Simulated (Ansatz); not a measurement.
# Band structure of SnSe

```yaml
crystal:
  lattice:
    - [0.00000, 3.01043, 3.01043]
    - [3.01043, 0.00000, 3.01043]
    - [3.01043, 3.01043, 0.00000]
  atoms:
    - { symbol: Sn, position: [0.00000, 0.00000, 0.00000] }
    - { symbol: Se, position: [0.50000, 0.50000, 0.50000] }
```

Atom numbers follow the list: Sn1, Se2.

The cell is the one relaxed in the Materials Project (mp-2693), not relaxed further here; entries there can be hypothetical.

No spin–orbit coupling, which matters for the heavy atoms here.

Computed with Ansatz 0.2.0, DFT, PBEsol, all-electron LAPW, scalar-relativistic.

The runs use a Γ-centred 11×11×11 k mesh, Fermi–Dirac smearing of 0.05 eV, basis error target 1 meV/atom, no spin polarisation.

Points in fractions of the reciprocal vectors of this cell: Γ (0, 0, 0), X (0.5, 0, 0.5), U (0.625, 0.25, 0.625), K (0.375, 0.375, 0.75), L (0.5, 0.5, 0.5), W (0.5, 0.25, 0.75). The path joins them by straight lines in the order Γ–X–U–K–Γ–L–W–X; legs that retrace an earlier one aren't tabulated. Energies are in eV from the Fermi level.

(1) Metal or insulator at this level of theory?

(2) Tabulate bands 21 to 26, counted from the lowest band of the run, along the path.

## Answers

(1) No gap opens: metallic or semimetallic.

(2) 
```
k (1/Å)  point  band 21  band 22  band 23  band 24  band 25  band 26
   0.00      Γ    -2.35    -2.35    -2.35     4.12     4.12     4.12
   0.26           -2.60    -2.60    -1.36     2.07     4.00     4.00
   0.52           -3.15    -3.15    -1.87     1.92     3.67     4.26
   0.78           -4.19    -3.63    -3.63     2.99     4.33     4.83
   1.04      X    -5.66    -3.81    -3.81     2.76     5.15     5.15
   1.14           -5.64    -3.78    -3.70     2.84     4.99     5.05
   1.23           -5.56    -3.69    -3.43     3.06     4.57     4.80
   1.32           -5.43    -3.54    -3.06     3.22     4.02     4.68
   1.41      U    -5.25    -3.33    -2.66     3.02     3.42     5.04
   1.57           -5.02    -3.85    -1.74     1.96     3.75     4.84
   1.73           -4.63    -4.40    -0.99     1.14     4.18     4.46
   1.89           -5.02    -3.85    -1.74     1.96     3.75     4.84
   2.05      K    -5.25    -3.33    -2.66     3.02     3.42     5.04
   2.33           -4.47    -2.51    -1.29     1.49     1.86     4.28
   2.61           -3.49    -1.95    -0.36     0.72     1.50     3.73
   2.88           -2.66    -2.17    -1.58     2.63     2.83     3.83
   3.16      Γ    -2.35    -2.35    -2.35     4.12     4.12     4.12
   3.38           -2.33    -2.33    -1.90     3.23     3.39     3.39
   3.61           -2.26    -2.26    -1.17     1.93     2.24     2.24
   3.84           -2.16    -2.16    -0.60     0.91     1.37     1.37
   4.06      L    -2.10    -2.10    -0.25     0.40     1.05     1.05
   4.25           -2.86    -2.40    -0.55     0.34     1.52     2.38
   4.43           -3.91    -3.36    -0.96     0.81     2.91     3.80
   4.62           -4.63    -4.40    -0.99     1.14     4.18     4.46
   4.80      W    -4.89    -4.89    -0.97     1.28     4.54     4.54
   4.93           -5.21    -4.53    -1.59     2.01     3.97     5.03
   5.06           -5.46    -4.18    -2.60     3.33     3.38     5.42
   5.19           -5.61    -3.91    -3.45     2.93     4.57     5.25
   5.32      X    -5.66    -3.81    -3.81     2.76     5.15     5.15
```
